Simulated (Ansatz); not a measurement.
# Work function of Nb(100): what the settings cost and change, part 2 of 2

Aim: the work function of Nb(100) against thickness and vacuum, with the cost.

Ansatz 0.2.0; plane-wave DFT, PBE, Ansatz PAW.

So far, work function, upper face (eV): step 2 (run, setting 1 layer) 4.26; step 4 (run, 3 atoms) 3.66; step 5 (run, 4 atoms) 3.72; step 6 (run, 5 atoms) 3.73; step 7 (run, 6 atoms) 3.73.

## 8. Run, 8 atoms

System of this step: Nb(100). The cell holds 8 atoms: 8 Nb. Its edges and angles: a = 3.300 Å, b = 3.300 Å, c = 29.550 Å, α = 90.0°, β = 90.0°, γ = 90.0°. Vacuum lies along c.

Contents of input.yaml:

```yaml
crystal:
  lattice:
    - [3.3, 0.0, 0.0]
    - [0.0, 3.3, 0.0]
    - [0.0, 0.0, 29.55]
  atoms:
    - { symbol: Nb, position: [0.5, 0.5, 0.3045685279] }
    - { symbol: Nb, position: [0.0, 0.0, 0.3604060914] }
    - { symbol: Nb, position: [0.5, 0.5, 0.4162436548] }
    - { symbol: Nb, position: [0.0, 0.0, 0.4720812183] }
    - { symbol: Nb, position: [0.5, 0.5, 0.5279187817] }
    - { symbol: Nb, position: [0.0, 0.0, 0.5837563452] }
    - { symbol: Nb, position: [0.5, 0.5, 0.6395939086] }
    - { symbol: Nb, position: [0.0, 0.0, 0.6954314721] }
kpoints:
  mp_grid: { grid: [12, 12, 1] }
hamiltonian:
  xc: pbe
scf:
  occupations: { method: fermi_dirac, width: 0.1 }
  convergence: { dr2_threshold: 1.0e-09 }
efield:
  axis: 3
  dipole_correction: true
  ramp_position: 0.97
  ramp_width: 0.06
output:
  write_potential: true
  write_density: true
  volumetric_format: npy
```

Run with:

```
> ansatz run input.yaml --threads 2 --pin off --max-ram 3072MiB --backend cpu --events-out ev --progress --plain --runs-dir out
```

Numbers of over 12 decimals in the logs are rounded to 6 here.

What it wrote:

```text
[...]
Crystal: 8 atoms, lattice volume = 321.799 Å³
Basis set: ecut = 420 eV, 6339 PW (Γ)
Bands: 63, of which v1, the nominal top of the filled ones, is band 52 counted from 1 (51 counted from 0)
Symmetry: 8 space group operations
k-points: 28 of 144
[...]
k-point 0: bands = [... 48 lower, 6.2813, 6.3246, 6.3246, 6.4189, 6.4189, 6.4798, 6.6526, 6.7290, ... 7 higher]
  k-point 1: bands = [... 48 lower, 6.0847, 6.1488, 6.2904, 6.2951, 6.3229, 6.5299, 6.6150, 6.6464, ... 7 higher]
  k-point 2: bands = [... 48 lower, 5.8860, 5.9000, 5.9984, 6.0788, 6.2611, 6.5368, 6.5562, 6.8676, ... 7 higher]
  k-point 27: bands = [... 48 lower, 5.3521, 5.3521, 6.2132, 6.2132, 7.3008, 7.3008, 8.2974, 8.2974, ... 7 higher]
[key lines of the parts left out:]
SCF converged after 11 iterations
Free energy (F): -36415.012157 eV
Fermi energy:    6.088754 eV
Dipole field:    D = -0.000000 V/Å  (p = -0.000000 e·Å, saw-weighted, corrected)
Work function:   Φ+ = 3.7354 eV   Φ− = 3.7354 eV
```

Run time: 45 s. Hardware: 2 threads of Intel Xeon 6975P-C (Granite Rapids), shared host; peak memory 0.93 GiB; 83 s of CPU time.

The work function is 3.735 eV, +0.010 eV from the run “6 layers”, at 1.7 times its CPU time.

## 9. Slab, 10 atoms

System of this step: Nb(100). The cell holds 10 atoms: 10 Nb. Cell: a = 3.300 Å, b = 3.300 Å, c = 32.850 Å, α = 90.0°, β = 90.0°, γ = 90.0°. Vacuum lies along c.

input.yaml, the sections that differ from step 8:

```yaml
crystal:
  lattice:
    - [3.3, 0.0, 0.0]
    - [0.0, 3.3, 0.0]
    - [0.0, 0.0, 32.85]
  atoms:
    - { symbol: Nb, position: [0.5, 0.5, 0.2739726027] }
    - { symbol: Nb, position: [0.0, 0.0, 0.3242009132] }
    - { symbol: Nb, position: [0.5, 0.5, 0.3744292237] }
    - { symbol: Nb, position: [0.0, 0.0, 0.4246575342] }
    - { symbol: Nb, position: [0.5, 0.5, 0.4748858447] }
    - { symbol: Nb, position: [0.0, 0.0, 0.5251141553] }
    - { symbol: Nb, position: [0.5, 0.5, 0.5753424658] }
    - { symbol: Nb, position: [0.0, 0.0, 0.6255707763] }
    - { symbol: Nb, position: [0.5, 0.5, 0.6757990868] }
    - { symbol: Nb, position: [0.0, 0.0, 0.7260273973] }
# kpoints, hamiltonian, scf, efield, output: as in step 8
```

What it wrote:

```text
[...]
Crystal: 10 atoms, lattice volume = 357.736 Å³
Basis set: ecut = 420 eV, 7077 PW (Γ)
Bands: 78, of which v1, the nominal top of the filled ones, is band 65 counted from 1 (64 counted from 0)
Symmetry: 8 space group operations
k-points: 28 of 144
[...]
k-point 0: bands = [... 61 lower, 7.4802, 7.5097, 7.5918, 7.5918, 7.6499, 7.6580, 7.6580, 7.8140, ... 9 higher]
  k-point 1: bands = [... 61 lower, 7.3231, 7.4175, 7.4378, 7.5457, 7.6339, 7.7002, 7.7439, 7.7455, ... 9 higher]
  k-point 2: bands = [... 61 lower, 7.0404, 7.1785, 7.3184, 7.3465, 7.4650, 7.4834, 7.8938, 8.0044, ... 9 higher]
  k-point 27: bands = [... 61 lower, 6.4527, 7.1045, 7.1045, 7.9108, 7.9108, 8.8229, 8.8229, 9.4759, ... 9 higher]
[key lines of the parts left out:]
SCF converged after 11 iterations
Free energy (F): -45519.637775 eV
Fermi energy:    7.271812 eV
Dipole field:    D = 0.000001 V/Å  (p = 0.000001 e·Å, saw-weighted, corrected)
Work function:   Φ+ = 3.7339 eV   Φ− = 3.7340 eV
```

Wall time 67 s (2 threads); peak memory 1.1 GiB; 2.1 min of CPU time.

The work function is 3.734 eV, -0.001 eV from the run “8 layers”, at 1.5 times its CPU time.

## 10. Slab, 13 atoms

System of this step: Nb(100). The cell holds 13 atoms: 13 Nb. Cell: a = 3.300 Å, b = 3.300 Å, c = 37.800 Å, α = 90.0°, β = 90.0°, γ = 90.0°. Vacuum lies along c.

input.yaml, the sections that differ from step 9:

```yaml
crystal:
  lattice:
    - [3.3, 0.0, 0.0]
    - [0.0, 3.3, 0.0]
    - [0.0, 0.0, 37.8]
  atoms:
    - { symbol: Nb, position: [0.0, 0.0, 0.2380952381] }
    - { symbol: Nb, position: [0.5, 0.5, 0.2817460317] }
    - { symbol: Nb, position: [0.0, 0.0, 0.3253968254] }
    - { symbol: Nb, position: [0.5, 0.5, 0.369047619] }
    - { symbol: Nb, position: [0.0, 0.0, 0.4126984127] }
    - { symbol: Nb, position: [0.5, 0.5, 0.4563492063] }
    - { symbol: Nb, position: [0.0, 0.0, 0.5] }
    - { symbol: Nb, position: [0.5, 0.5, 0.5436507937] }
    - { symbol: Nb, position: [0.0, 0.0, 0.5873015873] }
    - { symbol: Nb, position: [0.5, 0.5, 0.630952381] }
    - { symbol: Nb, position: [0.0, 0.0, 0.6746031746] }
    - { symbol: Nb, position: [0.5, 0.5, 0.7182539683] }
    - { symbol: Nb, position: [0.0, 0.0, 0.7619047619] }
# kpoints, hamiltonian, scf, efield, output: as in step 9
```

What it wrote:

```text
[...]
Crystal: 13 atoms, lattice volume = 411.642 Å³
Basis set: ecut = 420 eV, 8111 PW (Γ)
Bands: 102, of which v1, the nominal top of the filled ones, is band 85 counted from 1 (84 counted from 0)
Symmetry: 8 space group operations
k-points: 28 of 144
[...]
k-point 0: bands = [... 81 lower, 8.9871, 8.9871, 8.9927, 9.0247, 9.0403, 9.0403, 9.1188, 9.2496, ... 13 higher]
  k-point 1: bands = [... 81 lower, 8.8519, 8.8740, 8.9135, 8.9560, 9.1043, 9.1262, 9.1327, 9.1525, ... 13 higher]
  k-point 2: bands = [... 81 lower, 8.5518, 8.6532, 8.7741, 8.8350, 8.9008, 8.9390, 9.2645, 9.3848, ... 13 higher]
  k-point 27: bands = [... 81 lower, 8.5119, 8.5119, 9.1257, 9.1257, 9.8093, 9.8093, 10.4989, 10.4989, ... 13 higher]
[key lines of the parts left out:]
SCF converged after 12 iterations
Free energy (F): -59176.559981 eV
Fermi energy:    8.655120 eV
Dipole field:    D = -0.000001 V/Å  (p = -0.000001 e·Å, saw-weighted, corrected)
Work function:   Φ+ = 3.7350 eV   Φ− = 3.7350 eV
```

The job ended after 1.9 min (2 threads; peak memory 1.6 GiB).

The work function is 3.735 eV, +0.001 eV from the run “10 layers”, at 1.8 times its CPU time.

## 11. Slab, 7 atoms

System of this step: Nb(100). The cell holds 7 atoms: 7 Nb. Its edges and angles: a = 3.300 Å, b = 3.300 Å, c = 19.900 Å, α = 90.0°, β = 90.0°, γ = 90.0°. Vacuum lies along c.

input.yaml, the sections that differ from step 10:

```yaml
crystal:
  lattice:
    - [3.3, 0.0, 0.0]
    - [0.0, 3.3, 0.0]
    - [0.0, 0.0, 19.9]
  atoms:
    - { symbol: Nb, position: [0.0, 0.0, 0.2512562814] }
    - { symbol: Nb, position: [0.5, 0.5, 0.3341708543] }
    - { symbol: Nb, position: [0.0, 0.0, 0.4170854271] }
    - { symbol: Nb, position: [0.5, 0.5, 0.5] }
    - { symbol: Nb, position: [0.0, 0.0, 0.5829145729] }
    - { symbol: Nb, position: [0.5, 0.5, 0.6658291457] }
    - { symbol: Nb, position: [0.0, 0.0, 0.7487437186] }
# kpoints, hamiltonian, scf, efield, output: as in step 10
```

What it wrote:

```text
[...]
Crystal: 7 atoms, lattice volume = 216.711 Å³
Basis set: ecut = 420 eV, 4307 PW (Γ)
Bands: 55, of which v1, the nominal top of the filled ones, is band 46 counted from 1 (45 counted from 0)
Symmetry: 8 space group operations
k-points: 28 of 144
[...]
k-point 0: bands = [... 42 lower, 9.2538, 9.2538, 9.2960, 9.2960, 9.4538, 9.4538, 9.4626, 9.8120, ... 5 higher]
  k-point 1: bands = [... 42 lower, 9.0724, 9.0815, 9.2652, 9.2837, 9.4004, 9.5007, 9.5627, 9.7632, ... 5 higher]
  k-point 2: bands = [... 42 lower, 8.8473, 8.9580, 8.9876, 9.1040, 9.2113, 9.7228, 9.7995, 9.8451, ... 5 higher]
  k-point 27: bands = [... 42 lower, 7.9920, 8.8547, 8.8547, 10.0310, 10.0310, 11.2586, 11.2773, 11.5332, ... 5 higher]
[key lines of the parts left out:]
SCF converged after 11 iterations
Free energy (F): -31862.695387 eV
Fermi energy:    9.079757 eV
Dipole field:    D = 0.000001 V/Å  (p = 0.000001 e·Å, saw-weighted, corrected)
Work function:   Φ+ = 3.7047 eV (in doubt: plateau slope 9.7e-2 eV/Å)   Φ− = 3.7105 eV (in doubt: plateau slope 7.1e-2 eV/Å)
```

The job ended after 25 s (2 threads; peak memory 0.67 GiB).

The work function is 3.705 eV. The program marks this work function as in doubt.

## 12. Slab, 7 atoms (run 2)

The cell differs from the one that the last finished run ended in (c 19.900 → 23.900 Å).

input.yaml, the sections that differ from step 11:

```yaml
crystal:
  lattice:
    - [3.3, 0.0, 0.0]
    - [0.0, 3.3, 0.0]
    - [0.0, 0.0, 23.9]
  atoms:
    - { symbol: Nb, position: [0.0, 0.0, 0.2928870293] }
    - { symbol: Nb, position: [0.5, 0.5, 0.3619246862] }
    - { symbol: Nb, position: [0.0, 0.0, 0.4309623431] }
    - { symbol: Nb, position: [0.5, 0.5, 0.5] }
    - { symbol: Nb, position: [0.0, 0.0, 0.5690376569] }
    - { symbol: Nb, position: [0.5, 0.5, 0.6380753138] }
    - { symbol: Nb, position: [0.0, 0.0, 0.7071129707] }
# kpoints, hamiltonian, scf, efield, output: as in step 11
```

What it wrote:

```text
[...]
Crystal: 7 atoms, lattice volume = 260.271 Å³
Basis set: ecut = 420 eV, 5143 PW (Γ)
Bands: 55, of which v1, the nominal top of the filled ones, is band 46 counted from 1 (45 counted from 0)
Symmetry: 8 space group operations
k-points: 28 of 144
[...]
k-point 0: bands = [... 42 lower, 7.1117, 7.1117, 7.1538, 7.1538, 7.3117, 7.3117, 7.3205, 7.6699, ... 5 higher]
  k-point 1: bands = [... 42 lower, 6.9277, 6.9303, 7.1225, 7.1416, 7.2583, 7.3631, 7.4143, 7.6211, ... 5 higher]
  k-point 2: bands = [... 42 lower, 6.7009, 6.8159, 6.8491, 6.9619, 7.0680, 7.5806, 7.6574, 7.7132, ... 5 higher]
  k-point 27: bands = [... 42 lower, 5.8498, 6.7126, 6.7126, 7.8889, 7.8889, 9.1163, 9.1354, 9.3909, ... 5 higher]
[key lines of the parts left out:]
SCF converged after 11 iterations
Free energy (F): -31862.695106 eV
Fermi energy:    6.937620 eV
Dipole field:    D = 0.000000 V/Å  (p = 0.000000 e·Å, saw-weighted, corrected)
Work function:   Φ+ = 3.7229 eV   Φ− = 3.7230 eV
```

Wall time 28 s (2 threads); peak memory 0.71 GiB.

The work function is 3.723 eV, +0.018 eV from the run “7 layers, 10 Å of vacuum”, at 1.2 times its CPU time.

## 13. Slab, 7 atoms (run 3)

The cell differs from the one that the last finished run ended in (c 23.900 → 35.900 Å).

input.yaml, the sections that differ from step 12:

```yaml
crystal:
  lattice:
    - [3.3, 0.0, 0.0]
    - [0.0, 3.3, 0.0]
    - [0.0, 0.0, 35.9]
  atoms:
    - { symbol: Nb, position: [0.0, 0.0, 0.3621169916] }
    - { symbol: Nb, position: [0.5, 0.5, 0.4080779944] }
    - { symbol: Nb, position: [0.0, 0.0, 0.4540389972] }
    - { symbol: Nb, position: [0.5, 0.5, 0.5] }
    - { symbol: Nb, position: [0.0, 0.0, 0.5459610028] }
    - { symbol: Nb, position: [0.5, 0.5, 0.5919220056] }
    - { symbol: Nb, position: [0.0, 0.0, 0.6378830084] }
# kpoints, hamiltonian, scf, efield, output: as in step 12
```

What it wrote:

```text
[...]
Crystal: 7 atoms, lattice volume = 390.951 Å³
Basis set: ecut = 420 eV, 7711 PW (Γ)
Bands: 55, of which v1, the nominal top of the filled ones, is band 46 counted from 1 (45 counted from 0)
Symmetry: 8 space group operations
k-points: 28 of 144
[...]
k-point 0: bands = [... 42 lower, 3.5483, 3.5483, 3.5904, 3.5904, 3.7483, 3.7483, 3.7571, 4.1065, ... 5 higher]
  k-point 1: bands = [... 42 lower, 3.3641, 3.3669, 3.5591, 3.5782, 3.6949, 3.7999, 3.8507, 4.0577, ... 5 higher]
  k-point 2: bands = [... 42 lower, 3.1375, 3.2525, 3.2858, 3.3985, 3.5045, 4.0172, 4.0940, 4.1501, ... 5 higher]
  k-point 27: bands = [... 42 lower, 2.2865, 3.1492, 3.1492, 4.3255, 4.3255, 5.5529, 5.5720, 5.8275, ... 5 higher]
[key lines of the parts left out:]
SCF converged after 11 iterations
Free energy (F): -31862.695057 eV
Fermi energy:    3.374225 eV
Dipole field:    D = -0.000000 V/Å  (p = -0.000000 e·Å, saw-weighted, corrected)
Work function:   Φ+ = 3.7230 eV   Φ− = 3.7230 eV
```

It took 43 s on 2 threads; peak memory 0.98 GiB.

The work function is 3.723 eV, +0.000 eV from the run “7 layers, 14 Å of vacuum”, at 1.5 times its CPU time.

## 14. Comparing the runs

Times are for 2 threads of Intel Xeon 6975P-C (Granite Rapids), shared host. The series side by side:

```csv
no.,setting,"work function, upper face (eV)",time,memory (GiB)
1,1 layer,4.258,4.4 s,0.49
2,2 layers,3.883,8.2 s,0.48
3,3 layers,3.659,12 s,0.51
4,4 layers,3.723,17 s,0.59
5,5 layers,3.725,25 s,0.64
6,6 layers,3.725,30 s,0.73
7,8 layers,3.735,45 s,0.93
8,10 layers,3.734,67 s,1.1
9,13 layers,3.735,1.9 min,1.6
10,"7 layers, 10 Å of vacuum",3.705,25 s,0.67
11,"7 layers, 14 Å of vacuum",3.723,28 s,0.71
12,"7 layers, 26 Å of vacuum",3.723,43 s,0.98
```

## 15. The same run with other settings

System of this step: Nb(100) monolayer. The cell holds 1 atom: 1 Nb. Cell: a = 3.300 Å, b = 3.300 Å, c = 18.000 Å, α = 90.0°, β = 90.0°, γ = 90.0°. Vacuum lies along c.

An input spoilt on purpose, to show how the run answers: it repeats the earlier run “1 layer” with efield.amplitude to 0 and efield.dipole_correction from true to false, and scf.max_iter set to 75; its output block differs too.

input.yaml, the sections that differ from step 13:

```yaml
crystal:
  lattice:
    - [3.3, 0.0, 0.0]
    - [0.0, 3.3, 0.0]
    - [0.0, 0.0, 18.0]
  atoms:
    - { symbol: Nb, position: [0.5, 0.5, 0.5] }
scf:
  occupations: { method: fermi_dirac, width: 0.1 }
  convergence: { dr2_threshold: 1.0e-09 }
  max_iter: 75
efield:
  axis: 3
  dipole_correction: false
  ramp_position: 0.97
  ramp_width: 0.06
  amplitude: 0
# kpoints, hamiltonian, output: as in step 13
```

What it wrote:

```text
Error: invalid value for `efield.amplitude`: is zero with dipole_correction: false — the section would apply nothing; set a non-zero amplitude, enable dipole_correction, or remove the block
```

The job ended after 0.03 s (2 threads; peak memory 0.06 GiB).

The program refused the input before any cycle.

The program's message: “Error: invalid value for `efield.amplitude`: is zero with dipole_correction: false — the section would apply nothing; set a non-zero amplitude, enable dipole_correction, or remove the block”

The fault put into the input: a field block that applies nothing.

## 16. Outcome

- work function, 1 layer: 4.258 eV
- work function, 3 layers: 3.659 eV
- work function, 6 layers: 3.725 eV
- work function, 13 layers: 3.735 eV

What this shows: The thickest slab gives 3.74 eV, and the settings tried spread the value from 3.66 to 4.26 eV. At 18 Å of vacuum, the slabs from 4 layers on stay within 0.02 eV of the thickest. Going from 10 to 26 Å of vacuum moves it by 0.018 eV. The program marks the value as in doubt in “7 layers, 10 Å of vacuum”. The ladder's slabs use the tabulated experimental lattice constant (two decimals; a low-temperature value for the alkali metals). This open face is not relaxed here, and relaxation moves such faces by up to a few tenths of an eV. In 2 runs of the series (7 layers, 10 Å of vacuum and 7 layers, 14 Å of vacuum) the program warns that electrons reach the sawtooth's ramp, which makes dipole and work function less sure.

Comparison with the measured values:

```
                                               quantity  measured        13 layers
work function (clean (100) face, a compiled value) (eV)      3.97  3.74 (-0.23 eV)
```

Measured values from arxiv:1902.07811 (2019).

How well it matches: The work function is off by -0.23 eV: fair agreement. The grades are ours: good and fair within 3 and 7 % for the work function. No cell relaxation is part of this session.

[Logs are printed without paths, hosts, clocks, repeated set-up lines and the standing remarks that a program may print on its own settings, such as how far it seeks lower states.]

[Hosts, paths, dates, database ids (printed as entryN), source tags and the programs' standing remarks are cut or masked in the printed files.]

[Maps of the electrostatic potential energy from Ansatz leave out the sawtooth potential of an applied field or a dipole correction, so their vacuum need not be flat; planar profiles and work functions include it.]
